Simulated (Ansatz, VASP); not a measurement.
## One calculation of Ru, two programs

Contents of INCAR:

```
PREC = Accurate
ENCUT = 520
EDIFF = 1E-6
ISMEAR = -1
SIGMA = 0.05
LREAL = False
LASPH = True
NELM = 60
ALGO = Normal
ISIF = 2
LWAVE = False
LCHARG = True
GGA = PS
LELF = True
LVHAR = True
NBANDS = 21
```

The input KPOINTS:

```
Automatic mesh
0
Gamma
  11 11 6
```

File POSCAR:

```
Ru
1.0
    2.7414067149      0.0000000000      0.0000000000
   -1.3707033574      2.3741278572      0.0000000000
    0.0000000000      0.0000000000      4.3382472512
Ru
2
Direct
    0.6666666667      0.3333333333      0.7500000000
    0.3333333333      0.6666666667      0.2500000000
```

Contents of input.yaml:

```yaml
crystal:
  lattice:
    - [2.7414067149, 0.0, 0.0]
    - [-1.3707033574, 2.3741278572, 0.0]
    - [0.0, 0.0, 4.3382472512]
  atoms:
    - { symbol: Ru, position: [0.6666666667, 0.3333333333, 0.75] }
    - { symbol: Ru, position: [0.3333333333, 0.6666666667, 0.25] }
kpoints:
  mp_grid: { grid: [11, 11, 6] }
scf:
  occupations: { method: fermi_dirac, width: 0.05 }
hamiltonian:
  xc: pbesol
  pseudopotentials: { kind: all_electron, lapw: { basis_error: 0.001 } }
output:
  forces: true
  stress: true
  eigenvalues: true
```

Change from the starting cell: volume scaled by 1.04.

Alike in both runs: task single point; functional PBEsol; k mesh 11 × 11 × 6; occupations fermi-dirac, width 0.05 eV; no spin polarisation.

|  | VASP | Ansatz |
| --- | --- | --- |
| version | VASP 6.6.1 | Ansatz 0.2.0 |
| potentials or method | VASP PAW PBE potentials, release 64 (Ru_pv) | all-electron LAPW, scalar-relativistic |
| plane-wave cutoff (eV) | 520 | see its input |

VASP gave:

```
gap on the k mesh at the Fermi level (eV)       : none
pressure (GPa)                                  : -17.6
largest component of the traceless stress (GPa) : 0.83
```

Problem. What did Ansatz give for the same quantities?

Solution. gap on the k mesh at the Fermi level (eV): none; pressure (GPa): -17.5; largest component of the traceless stress (GPa): 0.84.

A gap of «none» marks a metal or a gap that the smearing closes. Ansatz ran all-electron here, so the differences hold the error of VASP's frozen core and of both bases.

Caveats: so large a pressure means that the cell lies far from this level's equilibrium, or that cutoff or potentials fall short (VASP); the potentials were made for another functional, which shifts forces and pressure (VASP).
